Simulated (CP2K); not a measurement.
# How far to go with shifted k-point meshes: SrF₂ (I4mm, 3 atoms in the cell)

```
CELL_PARAMETERS angstrom
      4.08071     0.00000     0.00000
      2.04036     3.53400     0.00000
      2.04036     1.17800     3.33189
ATOMIC_POSITIONS crystal
  Sr 0.00866 0.00866 0.99134
  F  0.25000 0.25000 0.25000
  F  0.75000 0.75000 0.75000
```

Method: PBE, GPW, DZVP-MOLOPT-PBE-GTH basis, GTH-PBE potentials (POTENTIAL_UZH) (CP2K).

Base settings: CUTOFF = 550 Ry; REL_CUTOFF = 40 Ry; SMEAR/METHOD = FERMI_DIRAC; ELECTRONIC_TEMPERATURE = 232.09 K; KPOINTS/SCHEME = MONKHORST-PACK 3 3 3; XC_FUNCTIONAL = PBE; Sr/BASIS_SET = DZVP-MOLOPT-PBE-GTH-q10; Sr/POTENTIAL = GTH-PBE-q10; F/BASIS_SET = DZVP-MOLOPT-PBE-GTH-q7; F/POTENTIAL = GTH-PBE-q7.

Shifted meshes do not hold Γ, so a gap read on them misses any band edge there.

Only quantities that move along the ladder and can be compared are tabulated.

The starting cell has typed, rounded lattice constants, without a prior relaxation at this level. Its lattice was rescaled by up to half a per cent. One atom was moved a little off its site on purpose. Values carry the incompleteness of an atom-centred basis. In the base run, with a pressure of about 5 GPa the cell is away from its equilibrium volume at this level.

Steps (KPOINTS/SCHEME): MONKHORST-PACK 2 2 2; MACDONALD 3 3 3 0.1666666667 0.1666666667 0.1666666667; MONKHORST-PACK 4 4 4; MACDONALD 5 5 5 0.1 0.1 0.1; MONKHORST-PACK 6 6 6; MACDONALD 7 7 7 0.07142857143 0.07142857143 0.07142857143; MONKHORST-PACK 8 8 8; MACDONALD 9 9 9 0.05555555556 0.05555555556 0.05555555556; MONKHORST-PACK 10 10 10; MONKHORST-PACK 12 12 12; MACDONALD 13 13 13 0.03846153846 0.03846153846 0.03846153846; MONKHORST-PACK 14 14 14; MONKHORST-PACK 16 16 16.

Q: What is the coarsest KPOINTS/SCHEME that holds the forces within 0.01 eV/Å of the last step, with all finer ones?

A: MACDONALD 3 3 3 0.1666666667 0.1666666667 0.1666666667; the step before is off by 0.072 eV/Å.

```tsv
KPOINTS/SCHEME	largest difference of a force vector from the last step's (eV/Å)	gap on the mesh (eV)
MONKHORST-PACK 2 2 2	0.072	8.618
MACDONALD 3 3 3 0.1666666667 0.1666666667 0.1666666667	0.000	7.859
MONKHORST-PACK 4 4 4	0.001	7.520
MACDONALD 5 5 5 0.1 0.1 0.1	0.000	7.351
MONKHORST-PACK 6 6 6	0.000	7.257
MACDONALD 7 7 7 0.07142857143 0.07142857143 0.07142857143	0.000	7.198
MONKHORST-PACK 8 8 8	0.000	7.160
MACDONALD 9 9 9 0.05555555556 0.05555555556 0.05555555556	0.000	7.134
MONKHORST-PACK 10 10 10	0.000	7.115
MONKHORST-PACK 12 12 12	0.000	7.090
MACDONALD 13 13 13 0.03846153846 0.03846153846 0.03846153846	0.000	7.082
MONKHORST-PACK 14 14 14	0.000	7.075
MONKHORST-PACK 16 16 16	0.000	7.065
```
